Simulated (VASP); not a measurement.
Set up this calculation in VASP 6.6.1, as the native input.

| Property | Result |
| --- | --- |
| Task | relaxation of cell and atoms |
| Functional | r2SCAN |
| Potentials or basis | VASP PAW PBE potentials, release 64 (Pb_d, Se) |
| Cutoff | 600 eV |
| k mesh | 8 × 8 × 8 |
| Occupations | gaussian, width 0.03 eV |
| Spin | no spin polarisation |
| Further INCAR settings | ALGO = Normal; EDIFF = 1e-06; IBRION = 2; EDIFFG = -0.01; NSW = 90; ISIF = 3 |

The structure of PbSe (Clausthalite) lies in POSCAR:

```
PbSe
1.0
    0.0000000000      3.0606500000      3.0606500000
    3.0606500000      0.0000000000      3.0606500000
    3.0606500000      3.0606500000      0.0000000000
Pb Se
1 1
Direct
    0.0000000000      0.0000000000      0.0000000000
    0.5000000000      0.5000000000      0.5000000000
```

The input as run:

INCAR

```
SYSTEM = PbSe
  ALGO = Normal
  EDIFF = 1E-6
  EDIFFG = -0.01
  ENCUT = 600
  IBRION = 2
  ISIF = 3
  ISMEAR = 0
  LASPH = .TRUE.
  LCHARG = .FALSE.
  LMIXTAU = .TRUE.
  LREAL = .FALSE.
  LWAVE = .FALSE.
  METAGGA = R2SCAN
  NELM = 80
  NSW = 90
  PREC = Accurate
  SIGMA = 0.03
```

KPOINTS

```
k-points
0
G
  8 8 8
  0 0 0
```

Potentials or basis: VASP PAW PBE potentials, release 64 (Pb_d, Se).

Run with:

```sh
$ cat potpaw_PBE.64/Pb_d/POTCAR potpaw_PBE.64/Se/POTCAR > POTCAR
$ mpirun -np 1 vasp_std > vasp.out
```

It gave:

```yaml
Relaxed_volume: 29.48 Å³/atom
Relaxed_cell: a = 4.369 Å, b = 4.369 Å, c = 4.369 Å, α = 60.00°, β = 60.00°, γ = 60.00°
Space_group_after_relaxing_to_0.05_Å: Fm-3m (No. 225)
Energy_gained_by_relaxing: 3.8 meV/atom
Ionic_steps: 3
Pressure_after_relaxing: 0.0 GPa
Band_gap_on_the_k_mesh: 0.67 eV, direct
```

Caveat: the PAW data sets were made with another functional, which shifts forces and pressure a little; spin-orbit coupling is left out, which as a rule narrows the gap of such compounds by several tenths of an eV.

Run time: 2.2 min on 1 thread of Intel(R) Xeon(R) 6975P-C (Granite Rapids), on a shared host, peak memory 0.25 GiB.
